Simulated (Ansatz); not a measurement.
Run this with Ansatz's Python interface and show what comes out.

`cds.extxyz`
```text
2
Lattice="4.26116959 0.0 0.0 -2.13058479 3.69028111 0.0 0.0 0.0 5.80417294" Properties=species:S:1:pos:R:3 pbc="T T T"
Cd    0.00000000    0.00000000    2.56946046
S     2.13058482    1.23009369    2.52079921
```

`cds.py`:
```python
'''Cutoff test for CdS.'''

import csv

import ansatz as az


def main() -> None:
    xtal = az.Crystal.from_extxyz('cds.extxyz')

    model = (
        xtal.calculation()
        .occupations(az.OccupationsMethod.FIXED)
        .functional('lda')
        .kpoints(6, 6, 4)
        .band_table()
    )

    rows = []
    for value in [300, 400, 500, 600]:
        report = model.basis(value).run().report
        rows.append((value, report['free_energy_ev'] / len(report['lattice']['sites']), report['n_iterations'], report['gap_by_band_count_ev'], report['n_pw']))

    with open('ecut.csv', 'w', newline='') as handle:
        writer = csv.writer(handle)
        writer.writerow(['cutoff (eV)', 'F/atom (eV)', 'iterations', 'gap by band count (eV)', 'plane waves'])
        writer.writerows([round(v, 5) if isinstance(v, float) else v for v in row] for row in rows)

    # differences from the last row
    for row in rows[:-1]:
        shift = 1000 * (row[1] - rows[-1][1])
        print(f'{row[0]}: {shift:+.2f} meV/atom' + ('  (within 2 meV)' if abs(shift) < 2 else ''))


if __name__ == '__main__':
    main()
```

`python cds.py` gives:
```text
DeckWarning: basis.ecutwfc = 300 eV is below the records' recommended 420 eV, and the density's cutoff is lower with it unless basis.ecutrho_ratio is high enough to keep the records' density cutoff: compare with a run at a higher cutoff
DeckWarning: basis.ecutwfc = 400 eV is below the records' recommended 420 eV, and the density's cutoff is lower with it unless basis.ecutrho_ratio is high enough to keep the records' density cutoff: compare with a run at a higher cutoff
300: +74.37 meV/atom
400: +1.17 meV/atom  (within 2 meV)
500: +0.41 meV/atom  (within 2 meV)
```
(Warnings from the package without file and line.)

File `ecut.csv` afterwards:
```csv
cutoff (eV),F/atom (eV),iterations,gap by band count (eV),plane waves
300,-4493.83967,7,1.24711,1061
400,-4493.91287,7,1.24347,1645
500,-4493.91363,7,1.24361,2307
600,-4493.91404,7,1.24353,3101
```

From 400 eV on it stays within 2 meV an atom of the value at 600 eV; the first row (300 eV) is off by 74.4 meV and the last but one by 0.41 meV. The energy falls steadily, as expected when plane waves are added.

Notes:
- Semilocal gaps usually lie well under measured ones.
- The structure comes from a database of computed cells and needn't be a stable or known phase.
- Gaps and levels are Kohn-Sham values on a finite set of k-points, without spin-orbit coupling.
- Shifts are counted from the last row, which is itself no proven limit.
- Wall time of the script: 9.7 s on 1 thread of Intel(R) Xeon(R) Processor @ 2.30GHz, with other jobs on the host, peak memory 0.53 GiB.
